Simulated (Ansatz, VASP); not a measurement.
**SiC in VASP and in Ansatz**

```
Si C
1.0
     3.07600    0.00000    0.00000
    -1.53800    2.66389    0.00000
     0.00000    0.00000    5.04800
Si C
2 2
Direct
  0.33333 0.66667 0.00891
  0.66667 0.33333 0.49109
  0.33333 0.66667 0.38292
  0.66667 0.33333 0.88708
```

Change from the starting cell: mode 6 (566.1 1/cm) frozen in, largest displacement +0.045 Å.

Alike in both runs: task single point; functional r2SCAN; k mesh 12 × 12 × 6; occupations gaussian, width 0.05 eV; no spin polarisation.

|  | VASP | Ansatz |
| --- | --- | --- |
| version | VASP 6.6.1 | Ansatz 0.2.0 |
| potentials or method | VASP PAW PBE potentials, release 64 (Si, C) | scalar-relativistic, plane waves, PAW |
| plane-wave cutoff (eV) | 520 | 500 |
| valence electrons in the cell | 16 | 16 |

|  | VASP | Ansatz | Ansatz less VASP |
| --- | --- | --- | --- |
| gap on the k mesh at the Fermi level (eV) | 2.70 | 2.70 | -0.008 |
| least direct gap on the mesh (eV) | 4.50 | 4.49 | -0.009 |
| pressure (GPa) | 0.4 | 0.6 | +0.19 |
| largest component of the traceless stress (GPa) | 2.24 | 2.28 | +0.040 |
| rms of the force components (eV/Å) | 0.722 | 0.724 | +0.0017 |

Atom by atom the forces differ by 0.002 eV/Å (rms over components).

Caveats: the PAW data sets were made with another functional, which shifts forces and pressure a little (VASP). A k mesh can miss the band edges.
